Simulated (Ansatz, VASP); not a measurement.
Two plane-wave programs on CdSe

Contents of POSCAR:

```
CdSe
1.0
    4.6022437423      0.0000000000      0.0000000000
   -2.3011218711      3.9856599953      0.0000000000
    0.0000000000      0.0000000000      6.0016225389
Cd Se
2 2
Direct
    0.3333333333      0.6666666667      0.2500000000
    0.6666666667      0.3333333333      0.7500000000
    0.6666666667      0.3333333333      0.2500000000
    0.3333333333      0.6666666667      0.7500000000
```

The input INCAR.step1:

```
SYSTEM = CdSe
  PREC = Accurate
  ENCUT = 520
  ISMEAR = 0
  SIGMA = 0.01
  LREAL = .False.
  LASPH = .True.
  NELM = 60
  NBANDS = 26
  GGA = PE
  ALGO = Normal
  EDIFF = 1E-4
  LWAVE = .True.
  LCHARG = .False.
```

The input INCAR.step2:

```
SYSTEM = CdSe
  PREC = Accurate
  ENCUT = 520
  EDIFF = 1E-6
  ISMEAR = 0
  SIGMA = 0.01
  LREAL = .False.
  LASPH = .True.
  NELM = 60
  ALGO = Normal
  ISIF = 2
  LWAVE = .False.
  LCHARG = .False.
  METAGGA = R2SCAN
  LMIXTAU = .True.
  NBANDS = 26
  ISTART = 1
```

File KPOINTS:

```
Automatic mesh
0
Gamma
  6 6 4
  0 0 0
```

Input for Ansatz:

```yaml
crystal:
  lattice:
    - [4.6022437423, 0.0, 0.0]
    - [-2.3011218711, 3.9856599953, 0.0]
    - [0.0, 0.0, 6.0016225389]
  atoms:
    - { symbol: Cd, position: [0.3333333333, 0.6666666667, 0.25] }
    - { symbol: Cd, position: [0.6666666667, 0.3333333333, 0.75] }
    - { symbol: Se, position: [0.6666666667, 0.3333333333, 0.25] }
    - { symbol: Se, position: [0.3333333333, 0.6666666667, 0.75] }
kpoints:
  mp_grid: { grid: [6, 6, 4] }
hamiltonian:
  xc: r2scan
scf:
  occupations: { method: fixed }
output:
  optics:
    e_range: [0, 12]
    de: 0.05
    sigma: 0.1
    bands: { spectra_wanted_up_to: 12 }
  write_density: true
  write_potential: true
  elf: true
  volumetric_format: npy
```

Alike in both runs: task single point; functional r2SCAN; k mesh 6 × 6 × 4; no spin polarisation.

|  | VASP | Ansatz |
| --- | --- | --- |
| version | VASP 6.6.1 | Ansatz 0.2.0 |
| potentials or method | VASP PAW PBE potentials, release 64 (Cd, Se) | plane waves, PAW |
| plane-wave cutoff (eV) | 520 | 500 |
| occupations | gaussian, width 0.01 eV | fixed |
| valence electrons in the cell | 36 | 72 |

|  | VASP | Ansatz | Ansatz less VASP |
| --- | --- | --- | --- |
| gap on the k mesh at the Fermi level (eV) | 0.70 | 0.72 | +0.021 |

The two sets of potentials don't hold the same shells in valence.

Caveats: the PAW data sets were made with another functional, which shifts forces and pressure a little (VASP). r2SCAN opens gaps a little over a GGA but as a rule still falls short of measured ones. A k mesh can miss the band edges.
